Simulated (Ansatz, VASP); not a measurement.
## Si2Mo in VASP and in Ansatz

```
Si Mo
1.0
    -1.60095    1.60095    3.90933
     1.60095   -1.60095    3.90933
     1.60095    1.60095   -3.90933
Si Mo
2 1
Direct
  0.33521 0.33521 0.00000
  0.66479 0.66479 0.00000
  0.00000 0.00000 0.00000
```

Alike in both runs: functional r2SCAN; k mesh 8 × 8 × 8; occupations gaussian, width 0.1 eV; no spin polarisation.

Ansatz relaxed the structure, and its values are those at the end. VASP's run is a single point on that final structure, the one shown.

|  | VASP | Ansatz |
| --- | --- | --- |
| version | VASP 6.6.1 | Ansatz 0.2.0 |
| potentials or method | VASP PAW PBE potentials, release 64 (Si, Mo_sv) | scalar-relativistic, plane waves, PAW |
| plane-wave cutoff (eV) | 520 | 500 |
| valence electrons in the cell | 22 | 22 |

```csv
,VASP,Ansatz,Ansatz less VASP
gap on the k mesh at the Fermi level (eV),none,none,-
pressure (GPa),0.3,-0.1,-0.41
rms of the force components (eV/Å),0.008,0.011,+0.0036
```

A gap of «none» marks a metal or a gap that the smearing closes. With one functional, cell and mesh, what is left measures potentials, basis and numerics.

Caveats: the PAW data sets were made with another functional, which shifts forces and pressure a little (VASP).
